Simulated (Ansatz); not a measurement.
# SiO₂ films: biaxial stress and wafer bow

Plane-wave DFT in Ansatz, LDA, scalar-relativistic PAW potentials, cutoff 420 eV, no spin-orbit coupling; no spin polarisation. SiO₂ in space group I-42d, a structure that wasn't matched to a measured phase, strained equally along a and b of the conventional cell, with c and the atoms relaxed within the symmetry (a film with c along the normal). Stress is the in-plane mean, tension positive.

```csv
strain (%),stress (GPa),E − E(0) (meV/atom)
-4.5,-1.61,6.5
-3.0,-1.07,2.9
-1.5,-0.53,0.7
+0.0,-0.01,0.0
+1.5,0.55,0.8
+3.0,?,3.1
```

Problem. Fit the stress, get the biaxial modulus and predict the missing row.

Solution. A parabola through the given rows is σ = 0.00 + 0.361 ε +0.0006 ε² GPa (ε in %), so M = dσ/dε = 36 GPa at zero. It predicts 1.09 GPa at +3.0 %; the run gave 1.08 GPa. The miss is 0.01 GPa, so the fit holds even one step beyond its range. The energies check it: E/V = Mε² at small strain, and a cubic fit with V = 14.76 Å³/atom gives M = 36 GPa, in agreement.

Problem. How much does a 100 nm film at +0.5 % strain bow a 300 mm Si(001) wafer 775 μm thick?

Solution. The fit, without its small constant, gives σ = 0.18 GPa. Stoney's formula, κ = 6σt_f/(M_s t_s²) with M_s = 180.5 GPa for Si(001) (literature), gives |κ| = 1.00×10⁻³ m⁻¹ and a bow κr²/2 = 11.2 μm at r = 150 mm, with the film side concave (tension pulls the edges up). This assumes a single-crystal or fully textured, unrelaxed film at 0 K.

Cost: about 20 core-minutes for the runs cited, on Intel Xeon Platinum 8375C (Ice Lake) (shared hosts).

This form isn't the usual stable structure of the compound.